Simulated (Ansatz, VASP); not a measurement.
Two plane-wave programs on Ru

```
Ru
1.0
     2.60304    0.00000    0.00000
    -1.30152    2.25430    0.00000
     0.00000    0.00000    4.24946
Ru
2
Direct
  0.33333 0.66667 0.25000
  0.66667 0.33333 0.75000
```

Alike in both runs: task single point; functional PBEsol; k mesh 21 × 21 × 12; occupations gaussian, width 0.15 eV; no spin polarisation.

|  | VASP | Ansatz |
| --- | --- | --- |
| version | VASP 6.6.1 | Ansatz 0.2.0 |
| potentials or method | VASP PAW PBE potentials, release 64 (Ru_pv) | scalar-relativistic, plane waves, PAW |
| plane-wave cutoff (eV) | 520 | 420 |
| valence electrons in the cell | 28 | 32 |

|  | VASP | Ansatz | Ansatz less VASP |
| --- | --- | --- | --- |
| gap on the k mesh at the Fermi level (eV) | none | none | - |
| pressure (GPa) | 26.9 | 27.0 | +0.03 |
| largest component of the traceless stress (GPa) | 12.60 | 12.61 | +0.012 |

A gap of «none» marks a metal or a gap that the smearing closes. The two sets of potentials don't hold the same shells in valence. Ansatz warned: «pseudo_functional_mismatch».

Caveats: so large a pressure means that the cell lies far from this level's equilibrium, or that cutoff or potentials fall short (VASP); the potentials were made for another functional, which shifts forces and pressure (VASP).
